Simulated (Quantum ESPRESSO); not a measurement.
# Pd (Im-3m) in Quantum ESPRESSO: reference runs

Reference runs on Pd: the cell as given and a disturbed copy.

All numbers are computed with Quantum ESPRESSO 7.5; they aren't measurements. Logs are shortened: lines on timing, memory, paths and dates and some standing lists are left out, and cuts for length are marked.

**1. The crystal as given**

It takes space group Im-3m (No. 229, cubic). The conventional cell has a = 3.145 Å, b = 3.145 Å, c = 3.145 Å, α = 90.00°, β = 90.00°, γ = 90.00°. Around Pd (site symmetry m-3m) lie 8 Pd at 2.72 Å.

This isn't the form of Pd at room conditions, which is fcc.

**2. Single point, PBE**

Input file pw.in:

```
&CONTROL
  calculation = 'scf'
  prefix = 'pwscf'
  outdir = './tmp'
  pseudo_dir = './pseudo'
  tprnfor = .true.
  tstress = .true.
  disk_io = 'nowf'
/
&SYSTEM
  ibrav = 0
  nat = 1
  ntyp = 1
  ecutwfc = 60
  nbnd = 15
  occupations = 'smearing'
  smearing = 'fd'
  degauss = 0.00367493
/
&ELECTRONS
  conv_thr = 2d-10
  electron_maxstep = 120
  mixing_beta = 0.5
/
ATOMIC_SPECIES
Pd   106.4200 Pd_ONCV_PBE-1.0.oncvpsp.upf
CELL_PARAMETERS angstrom
  -1.5722810000    1.5722810000    1.5722810000
   1.5722810000   -1.5722810000    1.5722810000
   1.5722810000    1.5722810000   -1.5722810000
ATOMIC_POSITIONS crystal
Pd     0.0000000000    0.0000000000    0.0000000000
K_POINTS automatic
12 12 12 0 0 0
```

Potentials or basis: SSSP 1.3 efficiency PBE.

Launch:

```
> OMP_NUM_THREADS=1 pw.x -in pw.in > pw.out
```

pw.out:

```text
This program is part of the open-source Quantum ESPRESSO suite
     for quantum simulation of materials; please cite
         "P. Giannozzi et al., J. Phys.:Condens. Matter 21 395502 (2009);
         "P. Giannozzi et al., J. Phys.:Condens. Matter 29 465901 (2017);
         "P. Giannozzi et al., J. Chem. Phys. 152 154105 (2020);
     in publications or presentations arising from this work. More details at

     Message from routine setup:
     using ibrav=0 with symmetry is DISCOURAGED, use correct ibrav instead

     G-vector sticks info
     --------------------
     sticks:   dense  smooth     PW     G-vecs:    dense   smooth      PW
     Sum         475     475    181                 6603     6603    1553

     Using Slab Decomposition

     bravais-lattice index     =            0
     lattice parameter (alat)  =       5.1462  a.u.
     unit-cell volume          =     104.9173 (a.u.)^3
     number of atoms/cell      =            1
     number of atomic types    =            1
     number of electrons       =        18.00
     number of Kohn-Sham states=           15
     kinetic-energy cutoff     =      60.0000  Ry
     charge density cutoff     =     240.0000  Ry
     scf convergence threshold =      2.0E-10
     mixing beta               =       0.5000
     number of iterations used =            8  plain     mixing
     Exchange-correlation= PBE
                           (   1   4   3   4   0   0   0)

     celldm(1)=   5.146236  celldm(2)=   0.000000  celldm(3)=   0.000000
     celldm(4)=   0.000000  celldm(5)=   0.000000  celldm(6)=   0.000000

     crystal axes: (cart. coord. in units of alat)
               a(1) = (  -0.577350   0.577350   0.577350 )
               a(2) = (   0.577350  -0.577350   0.577350 )
               a(3) = (   0.577350   0.577350  -0.577350 )

     reciprocal axes: (cart. coord. in units 2 pi/alat)
               b(1) = ( -0.000000  0.866025  0.866025 )
               b(2) = (  0.866025 -0.000000  0.866025 )
               b(3) = (  0.866025  0.866025  0.000000 )

     PseudoPot. # 1 for Pd read from file:
     Pd_ONCV_PBE-1.0.oncvpsp.upf
     Pseudo is Norm-conserving, Zval = 18.0
     Generated using ONCVPSP code by D. R. Hamann
     Using radial grid of 1410 points,  6 beta functions with:
                l(1) =   0
                l(2) =   0
                l(3) =   1
                l(4) =   1
                l(5) =   2
                l(6) =   2

     atomic species   valence    mass     pseudopotential
     Pd               18.00   106.42000     Pd( 1.00)

     48 Sym. Ops., with inversion, found

   Cartesian axes

     site n.     atom                  positions (alat units)
         1        Pd     tau(   1) = (   0.0000000   0.0000000   0.0000000  )

     number of k points=    72  Fermi-Dirac smearing, width (Ry)=  0.0037
                       cart. coord. in units 2pi/alat
        k(    1) = (   0.0000000   0.0000000   0.0000000), wk =   0.0011574
        k(    2) = (   0.0721688   0.0721688   0.0000000), wk =   0.0138889
        k(    3) = (   0.1443376   0.1443376   0.0000000), wk =   0.0138889
        k(    4) = (   0.2165064   0.2165064   0.0000000), wk =   0.0138889
        k(    5) = (   0.2886751   0.2886751   0.0000000), wk =   0.0138889
        k(    6) = (   0.3608439   0.3608439   0.0000000), wk =   0.0138889
[... 64 lines left out ...]
        k(   71) = (  -0.8660254  -0.0721688  -0.0721688), wk =   0.0138889
        k(   72) = (  -0.8660254  -0.8660254  -0.8660254), wk =   0.0011574

     Dense  grid:     6603 G-vectors     FFT dimensions: (  25,  25,  25)

     Initial potential from superposition of free atoms

     starting charge      17.9996, renormalised to      18.0000
     Starting wfcs are   10 randomized atomic wfcs +    5 random wfcs

     Self-consistent Calculation

     iteration #  1     ecut=    60.00 Ry     beta= 0.50
     Davidson diagonalization with overlap
     ethr =  1.00E-02,  avg # of iterations =  4.1

     Threshold (ethr) on eigenvalues was too large:
     Diagonalizing with lowered threshold

     Davidson diagonalization with overlap
     ethr =  1.17E-04,  avg # of iterations =  2.2

     total energy              =    -253.19888769 Ry
     estimated scf accuracy    <       0.02083501 Ry

     iteration #  2     ecut=    60.00 Ry     beta= 0.50
     Davidson diagonalization with overlap
     ethr =  1.16E-04,  avg # of iterations =  2.0

     total energy              =    -253.20332538 Ry
     estimated scf accuracy    <       0.00277771 Ry

     iteration #  3     ecut=    60.00 Ry     beta= 0.50
     Davidson diagonalization with overlap
     ethr =  1.54E-05,  avg # of iterations =  1.4

     total energy              =    -253.20368063 Ry
     estimated scf accuracy    <       0.00027707 Ry
[... 33 lines left out ...]
     total energy              =    -253.20370902 Ry
     estimated scf accuracy    <          2.9E-09 Ry

     iteration #  9     ecut=    60.00 Ry     beta= 0.50
     Davidson diagonalization with overlap
     ethr =  1.62E-11,  avg # of iterations =  1.1

     total energy              =    -253.20370902 Ry
     estimated scf accuracy    <          2.6E-10 Ry

     iteration # 10     ecut=    60.00 Ry     beta= 0.50
     Davidson diagonalization with overlap
     ethr =  1.46E-12,  avg # of iterations =  2.0

     End of self-consistent calculation

          k = 0.0000 0.0000 0.0000 (   791 PWs)   bands (ev):

   -65.2948 -30.8105 -30.8105 -30.8105  11.9855  15.9880  15.9880  15.9880
    17.8363  17.8363  38.2345  38.2345  38.2345  45.9483  45.9483

          k = 0.0722 0.0722 0.0000 (   829 PWs)   bands (ev):

   -65.2917 -30.8341 -30.8187 -30.8104  12.2391  15.9060  15.9918  16.1638
    17.7440  17.8426  37.9558  38.2300  38.5119  44.1117  44.7988

          k = 0.1443 0.1443 0.0000 (   833 PWs)   bands (ev):

   -65.2832 -30.8983 -30.8411 -30.8100  12.9300  15.6885  16.0082  16.6672
    17.5795  17.8656  36.5657  37.7530  39.2690  43.1750  43.4072

          k = 0.2165 0.2165 0.0000 (   828 PWs)   bands (ev):

   -65.2715 -30.9852 -30.8715 -30.8095  13.7185  15.4055  16.2693  17.4196
    17.5360  17.9102  33.8006  36.4805  40.2944  40.7449  42.7928
[... 328 lines left out ...]
   -65.2169 -31.0625 -31.0496 -31.0496  14.1252  14.1978  18.3831  18.3831
    18.6855  25.5549  28.9537  28.9537  35.3683  35.7313  38.5719

          k =-0.8660-0.0722-0.0722 (   832 PWs)   bands (ev):

   -65.2145 -31.0736 -31.0586 -31.0505  14.0194  14.0464  18.4988  18.6179
    18.9316  27.3383  27.4565  28.3998  35.6481  36.2272  36.8169

          k =-0.8660-0.8660-0.8660 (   856 PWs)   bands (ev):

   -65.2120 -31.0676 -31.0676 -31.0676  13.8972  13.8972  18.9084  18.9084
    18.9084  27.8254  27.8254  27.8254  35.6332  35.7485  35.7485

     the Fermi energy is    18.7014 ev

!    total energy              =    -253.20370903 Ry
     estimated scf accuracy    <          4.0E-12 Ry
     smearing contrib. (-TS)   =      -0.00077337 Ry
     internal energy E=F+TS    =    -253.20293565 Ry

     The total energy is F=E-TS. E is the sum of the following terms:
     one-electron contribution =     -81.07940461 Ry
     hartree contribution      =      51.10772986 Ry
     xc contribution           =     -24.80648573 Ry
     ewald contribution        =    -198.42477517 Ry

     convergence has been achieved in  10 iterations

     Forces acting on atoms (cartesian axes, Ry/au):

     atom    1 type  1   force =     0.00000000    0.00000000    0.00000000

     Total force =     0.000000     Total SCF correction =     0.000000

     Computing stress (Cartesian axis) and pressure

          total   stress  (Ry/bohr**3)                   (kbar)     P=      -13.53
  -0.00009196   0.00000000  -0.00000000          -13.53        0.00       -0.00
   0.00000000  -0.00009196  -0.00000000            0.00      -13.53       -0.00
  -0.00000000  -0.00000000  -0.00009196           -0.00       -0.00      -13.53

=------------------------------------------------------------------------------=
   JOB DONE.
=------------------------------------------------------------------------------=
```

It took 11 s on 1 thread of Arm Neoverse V1, shared host; peak memory 0.05 GiB.

What came out:

* Free energy: -3445.0120 eV
* Pressure: -1.4 GPa
* Band gap on the k mesh: none (metal or under the smearing width)

Levels at points of the mesh, in eV from the Fermi level:
```tsv
k point	band 5	band 6	band 7	band 8	band 9	band 10	band 11	band 12	band 13	band 14
(0.00, 0.00, 0.00)	-6.72	-2.71	-2.71	-2.71	-0.87	-0.87	19.53	19.53	19.53	27.25
(0.00, 0.00, -0.50)	-4.89	-3.82	-0.94	-0.65	0.56	1.52	7.54	15.19	17.48	23.54
(-0.50, -0.50, -0.50)	-4.80	-4.80	0.21	0.21	0.21	9.12	9.12	9.12	16.93	17.05
```

**3. Single point, PBE (cell strained at random at fixed volume)**

Changes to pw.in since step 2:

```diff
@@ -27,7 +27,7 @@
 CELL_PARAMETERS angstrom
-  -1.5722810000    1.5722810000    1.5722810000
-   1.5722810000   -1.5722810000    1.5722810000
-   1.5722810000    1.5722810000   -1.5722810000
+  -1.5991770000    1.5491200000    1.6284520000
+   1.6029660000   -1.5085400000    1.5916620000
+   1.5779050000    1.4872690000   -1.5878730000
 ATOMIC_POSITIONS crystal
-Pd     0.0000000000    0.0000000000    0.0000000000
+Pd     0.0129120000   -0.0010450000   -0.0121700000
 K_POINTS automatic
```

Potentials or basis: SSSP 1.3 efficiency PBE.

Launch:

```
> OMP_NUM_THREADS=1 pw.x -in pw.in > pw.out
```

pw.out:

```text
This program is part of the open-source Quantum ESPRESSO suite
     for quantum simulation of materials; please cite
[... 6 lines left out ...]
     --------------------
     sticks:   dense  smooth     PW     G-vecs:    dense   smooth      PW
     Sum         479     479    183                 6595     6595    1543

     Using Slab Decomposition

     bravais-lattice index     =            0
     lattice parameter (alat)  =       5.2127  a.u.
     unit-cell volume          =     104.9173 (a.u.)^3
     number of atoms/cell      =            1
     number of atomic types    =            1
     number of electrons       =        18.00
     number of Kohn-Sham states=           15
     kinetic-energy cutoff     =      60.0000  Ry
     charge density cutoff     =     240.0000  Ry
     scf convergence threshold =      2.0E-10
     mixing beta               =       0.5000
     number of iterations used =            8  plain     mixing
     Exchange-correlation= PBE
                           (   1   4   3   4   0   0   0)

     celldm(1)=   5.212698  celldm(2)=   0.000000  celldm(3)=   0.000000
     celldm(4)=   0.000000  celldm(5)=   0.000000  celldm(6)=   0.000000

     crystal axes: (cart. coord. in units of alat)
               a(1) = (  -0.579739   0.561593   0.590352 )
               a(2) = (   0.581113  -0.546881   0.577015 )
               a(3) = (   0.572028   0.539170  -0.575641 )

     reciprocal axes: (cart. coord. in units 2 pi/alat)
               b(1) = (  0.004993  0.897199  0.845316 )
               b(2) = (  0.866142 -0.005368  0.855677 )
               b(3) = (  0.873329  0.914747 -0.012555 )

     PseudoPot. # 1 for Pd read from file:
     Pd_ONCV_PBE-1.0.oncvpsp.upf
     Pseudo is Norm-conserving, Zval = 18.0
     Generated using ONCVPSP code by D. R. Hamann
     Using radial grid of 1410 points,  6 beta functions with:
                l(1) =   0
                l(2) =   0
                l(3) =   1
                l(4) =   1
                l(5) =   2
                l(6) =   2

     atomic species   valence    mass     pseudopotential
     Pd               18.00   106.42000     Pd( 1.00)

     No symmetry found

   Cartesian axes

     site n.     atom                  positions (alat units)
         1        Pd     tau(   1) = (  -0.0150544   0.0012611   0.0140252  )

     number of k points=   868  Fermi-Dirac smearing, width (Ry)=  0.0037

     Number of k-points >= 100: set verbosity='high' to print them.

     Dense  grid:     6595 G-vectors     FFT dimensions: (  25,  25,  25)

     Initial potential from superposition of free atoms

     starting charge      17.9996, renormalised to      18.0000
     Starting wfcs are   10 randomized atomic wfcs +    5 random wfcs

     Self-consistent Calculation

     iteration #  1     ecut=    60.00 Ry     beta= 0.50
     Davidson diagonalization with overlap
     ethr =  1.00E-02,  avg # of iterations =  3.9

     Threshold (ethr) on eigenvalues was too large:
     Diagonalizing with lowered threshold

     Davidson diagonalization with overlap
     ethr =  1.16E-04,  avg # of iterations =  2.4

     total energy              =    -253.19894580 Ry
     estimated scf accuracy    <       0.02067638 Ry

     iteration #  2     ecut=    60.00 Ry     beta= 0.50
     Davidson diagonalization with overlap
     ethr =  1.15E-04,  avg # of iterations =  2.0
[... 43 lines left out ...]
     total energy              =    -253.20365872 Ry
     estimated scf accuracy    <          5.4E-10 Ry

     iteration #  9     ecut=    60.00 Ry     beta= 0.50
     Davidson diagonalization with overlap
     ethr =  3.02E-12,  avg # of iterations =  1.6

     End of self-consistent calculation

     Number of k-points >= 100: set verbosity='high' to print the bands.

     the Fermi energy is    18.6990 ev

!    total energy              =    -253.20365872 Ry
     estimated scf accuracy    <          3.0E-11 Ry
     smearing contrib. (-TS)   =      -0.00076434 Ry
     internal energy E=F+TS    =    -253.20289437 Ry

     The total energy is F=E-TS. E is the sum of the following terms:
     one-electron contribution =     -81.13356810 Ry
     hartree contribution      =      51.13241794 Ry
     xc contribution           =     -24.80649422 Ry
     ewald contribution        =    -198.39525000 Ry

     convergence has been achieved in   9 iterations

     Forces acting on atoms (cartesian axes, Ry/au):

     atom    1 type  1   force =     0.00000000    0.00000000    0.00000000

     Total force =     0.000000     Total SCF correction =     0.000000

     Computing stress (Cartesian axis) and pressure

          total   stress  (Ry/bohr**3)                   (kbar)     P=      -12.41
  -0.00006707   0.00008562  -0.00002920           -9.87       12.59       -4.30
   0.00008562  -0.00014672  -0.00016656           12.59      -21.58      -24.50
  -0.00002920  -0.00016656  -0.00003921           -4.30      -24.50       -5.77

=------------------------------------------------------------------------------=
   JOB DONE.
=------------------------------------------------------------------------------=
```

It took 2 min on 1 thread of Arm Neoverse V1, shared host; peak memory 0.19 GiB.

What came out:

```yaml
Free_energy: -3445.0113 eV
Pressure: -1.2 GPa
Band_gap_on_the_k_mesh: none (metal or under the smearing width)
```
